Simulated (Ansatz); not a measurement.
Input:

```
CELL_PARAMETERS angstrom
      2.68076     0.00000     0.00000
     -1.34038     2.32161     0.00000
      0.00000     0.00000     4.35336
ATOMIC_POSITIONS crystal
  Be 0.66667 0.33333 0.00145
  Be 0.33333 0.66667 0.50145
  O  0.66667 0.33333 0.62375
  O  0.33333 0.66667 0.12375
```

No spin polarisation.

Level of theory: plane-wave PAW DFT at the PBEsol level (Ansatz, a program for electronic structure, 420 eV), no spin-orbit coupling. k-mesh 14×14×8 (Γ-centred); smearing 0.05 eV (Fermi–Dirac).

Task: Predict the valence-band top at Γ, electron mass and band gap.

Result: 
- Valence-band top at Γ (three highest levels, from the VBM): 0.00, -0.04, -0.04 eV
- Electron mass: 0.55 mₑ along c, 0.63 mₑ across (at Γ)
- Band gap: 7.65 eV

Load acts through the strain it causes; cell and atoms are relaxed under it. Effective masses come from finite differences of ±0.01 Å⁻¹. Whether these cells are dynamically stable was not tested. The cell was made from BeO in the wurtzite structure (space group P6_3mc, No. 186) by this change: pressure 3 GPa.
